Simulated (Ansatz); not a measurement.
# PbTe (WC type): other levels of theory at one geometry

Task: rerun one cell of PbTe (WC type) with changes to the functional and spin–orbit coupling, and weigh what each level gives against its time. This structure was made by substitution into a known type, so it needn't be the compound's stable form.

Method: DFT at several levels, plane waves, PAW, in Ansatz 0.2.0.

4 further runs of the same task are left out: 2 that didn't finish, 2 set aside as unsound or not needed. Runs told in other sessions of the task aren't counted.

**1. The structure to begin with**

The structure is hexagonal, space group P-6m2 (No. 187). Conventional cell: a = 4.456 Å, b = 4.456 Å, c = 4.189 Å, α = 90.00°, β = 90.00°, γ = 120.00°. Pb (site symmetry -6m2) has 6 Te at 3.32 Å in its first shell of neighbours. Te (site symmetry -6m2) is surrounded by 6 Pb at 3.32 Å.

Coordinates:

```
Pb Te
1.0
     4.45597    0.00000    0.00000
    -2.22798    3.85898    0.00000
     0.00000    0.00000    4.18920
Pb Te
1 1
Direct
  0.00000 0.00000 0.00000
  0.66667 0.33333 0.50000
```

This cell comes from an earlier session at PBE: 36.018 Å³/atom at -0.01 GPa, on a 10×10×8 mesh, metallic.

Levels to run: PBE+SOC; r²SCAN; PBEsol; LDA. Hardware: 2 threads of Arm Neoverse V2, shared host.

**2. PBE+SOC**

Input file input.yaml:

```yaml
crystal:
  lattice:
    - [4.4559662328, 0.0, 0.0]
    - [-2.2279831164, 3.858979956, 0.0]
    - [0.0, 0.0, 4.1892026525]
  atoms:
    - { symbol: Pb, position: [0.0, 0.0, 0.0] }
    - { symbol: Te, position: [0.6666666667, 0.3333333333, 0.5] }
basis:
  ecutwfc: 420
  ecutrho_ratio: 4
kpoints:
  mp_grid: { grid: [10, 10, 8] }
hamiltonian:
  xc: pbe
scf:
  occupations: { method: gaussian, width: 0.05 }
output:
  forces: true
  stress: true
  eigenvalues: true
  populations: true
  dos: { projected: true, de: 0.02 }
  write_density: true
  write_potential: true
  elf: true
  volumetric_format: npy
magnetization:
  noncollinear: true
  spin_orbit: true
```

Started as:

```console
> ansatz run input.yaml --threads 2 --pin off --max-ram 2662MiB --backend cpu --events-out ev --progress --plain --runs-dir out
```

After this run come: r²SCAN; PBEsol; LDA.

Q: Predict the outcome of this session. Wanted: for each run, pressure.

The runs gave:

| level | mesh | gap on the mesh (eV) | pressure (GPa) | time |
| --- | --- | --- | --- | --- |
| PBE | 10×10×8 | metal | 0.0 | 27 s* |
| LDA | 10×10×8 | metal | -3.4 | 5.2 s |
| PBEsol | 10×10×8 | metal | -2.2 | 5.1 s |
| PBE+SOC | 10×10×8 | metal | -0.1 | 33 s* |
| r²SCAN | 10×10×8 | metal | -0.5 | 12 s |

Times are on 2 threads of Arm Neoverse V2, shared host. * Includes bands or densities of states.

The pressure runs from -3.4 GPa (LDA) to 0.0 GPa (PBE); a negative pressure means that level wants a smaller cell, a positive one a larger cell. Every level gives a metal. Total energies of different levels have different zeros and can't be compared.
